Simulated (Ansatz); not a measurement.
Runs of Ansatz 0.2.0 on MgS (Niningerite). It takes space group Fm-3m (No. 225, cubic). Conventional cell: a = 5.203 Å, b = 5.203 Å, c = 5.203 Å, α = 90.00°, β = 90.00°, γ = 90.00°. S (site symmetry m-3m) is surrounded by 6 Mg at 2.60 Å. Mg (site symmetry m-3m) is surrounded by 6 S at 2.60 Å. 

| task | level | cutoff (eV) | points for each segment of the path | gap on the mesh (eV) | pressure (GPa) | V0 of scaled cells (Å³/atom) | B0 (GPa) |
| --- | --- | --- | --- | --- | --- | --- | --- |
| equation of state | PBEsol | 420 | - | - | - | (b) | 78 |
| band structure | r2SCAN | 500 | 14 | 3.59 | (a) | - | - |
| band structure | LDA | 420 | 14 | 2.69 | (c) | - | - |
| band structure | PBE | 420 | 14 | 2.92 | 1.2 | - | - |
| equation of state | r2SCAN | 500 | - | - | - | 17.61 | 80 |

Alike in all rows: potentials or basis Ansatz PAW; no spin polarisation; cell as given; k mesh 9 × 9 × 9; smearing fermi-dirac 0.05 eV.

Task: Estimate the missing entries.

Result: (a) 0.0; (b) 17.39; (c) -3.3.

Caveats: the k mesh misses the band edges, so the gap on the mesh is wider than the one along the path (some runs); the PAW data sets come from PBE, with cores solved anew for the run's functional, which leaves a small shift of forces and pressure (some runs); the PAW data sets were made with another functional, which shifts forces and pressure a little (some runs).
